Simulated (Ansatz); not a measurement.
**CaSe: a single-point run**

Aim: a sound single-point run of CaSe. The structure is shown as the input types it. The cell is built on a prototype (zincblende) and needn't be the phase found in nature.

Program: Ansatz 0.2.0. Level of theory: density functional or hybrid calculation with the settings of its input, plane waves (as first typed). These are calculated values, not measurements.

3 further runs of the same task are left out: 1 for a known fault of the program, 2 that didn't finish.

## Step 1: The starting structure

Symmetry: F-43m, No. 216, cubic system. Conventional cell: a = 6.559 Å, b = 6.559 Å, c = 6.559 Å, α = 90.00°, β = 90.00°, γ = 90.00°. Ca (site symmetry -43m) has 4 Se at 2.84 Å as nearest neighbours. Around Se (site symmetry -43m) lie 4 Ca at 2.84 Å.

Coordinates:

```
CELL_PARAMETERS angstrom
0.00000 3.27956 3.27956
3.27956 0.00000 3.27956
3.27956 3.27956 0.00000
ATOMIC_POSITIONS crystal
Ca 0.00000 0.00000 0.00000
Se 0.25000 0.25000 0.25000
```

## Step 2: The run

Input file input.yaml:

```yaml
crystal:
  lattice:
    - [0.0, 3.2795613661, 3.2795613661]
    - [3.2795613661, 0.0, 3.2795613661]
    - [3.2795613661, 3.2795613661, 0.0]
  atoms:
    - { symbol: Ca, position: [0.0, 0.0, 0.0] }
    - { symbol: Se, position: [0.25, 0.25, 0.25] }
kpoints:
  mp_grid: { grid: [4, 4, 4] }
hamiltonian:
  xc: pbe
scf:
  occupations: { method: fixed }
  n_extra_bands: 4
  max_iter: 70
output:
  forces: true
  stress: true
  eigenvalues: true
basis:
  ecutrho_ratio: 1
```

On the command line:

```bash
ansatz run input.yaml --threads 4 --pin off --max-ram 3686MiB --backend cpu --events-out ev --progress --plain --runs-dir out
```

What happens when this is run?

This run ends as converged, with warnings (cutoff below recommended). Its log warns: «basis.ecutrho_ratio = 1 (ecutrho = 420 eV) is below the records' recommended 1680 eV»

Look at the input: basis.ecutrho_ratio is 1. The density cutoff must be at least four times the energy cutoff of the waves.

To check: delete basis.ecutrho_ratio (the default then holds).
